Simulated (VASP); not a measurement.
Input of a VASP 6.6.1 run:

INCAR

```
SYSTEM = Ga2O3
PREC = Accurate
ENCUT = 600
EDIFF = 1E-6
ISMEAR = 0
SIGMA = 0.02
LREAL = .False.
LASPH = .True.
NELM = 100
ALGO = Normal
ISIF = 3
LWAVE = .False.
LCHARG = .False.
GGA = PS
IBRION = 2
NSW = 60
EDIFFG = -0.005
KPAR = 4
```

KPOINTS

```
Automatic mesh
0
Gamma
  6 6 6
  0 0 0
```

The input POSCAR:

```
Ga2O3
1.0
    2.4869998300      1.4358700200      4.5258320900
   -2.4869998300      1.4358700200      4.5258320900
    0.0000000000     -2.8717400400      4.5258320900
Ga O
4 6
Direct
    0.6479040000      0.6479040000      0.6479040000
    0.8520960000      0.8520960000      0.8520960000
    0.1479040000      0.1479040000      0.1479040000
    0.3520960000      0.3520960000      0.3520960000
    0.4438545000      0.0561455000      0.7500000000
    0.9438545000      0.2500000000      0.5561455000
    0.0561455000      0.7500000000      0.4438545000
    0.7500000000      0.4438545000      0.0561455000
    0.2500000000      0.5561455000      0.9438545000
    0.5561455000      0.9438545000      0.2500000000
```

Potentials or basis: VASP PAW PBE potentials, release 64 (Ga_d, O).

Command:

```console
$ cat potpaw_PBE.64/Ga_d/POTCAR potpaw_PBE.64/O/POTCAR > POTCAR
$ mpirun -np 4 vasp_std > vasp.out
```

Q: Predict the band gap on the k mesh.

A: 2.68 eV, indirect (least direct gap 2.94 eV).

Q: Predict the space group after relaxing (to 0.05 Å).

A: R-3c (No. 167).

Forces on the atoms (eV/Å):
```
Ga   0.000  0.000  0.002
Ga   0.000  0.000 -0.002
Ga   0.000  0.000  0.002
Ga   0.000  0.000 -0.002
O   -0.004  0.000  0.000
O   -0.002 -0.003  0.000
O    0.002  0.003  0.000
O    0.002 -0.003  0.000
O   -0.002  0.003  0.000
O    0.004  0.000  0.000
```

Caveat: the PAW data sets were made with another functional, which shifts forces and pressure a little. A k mesh can miss the band edges.
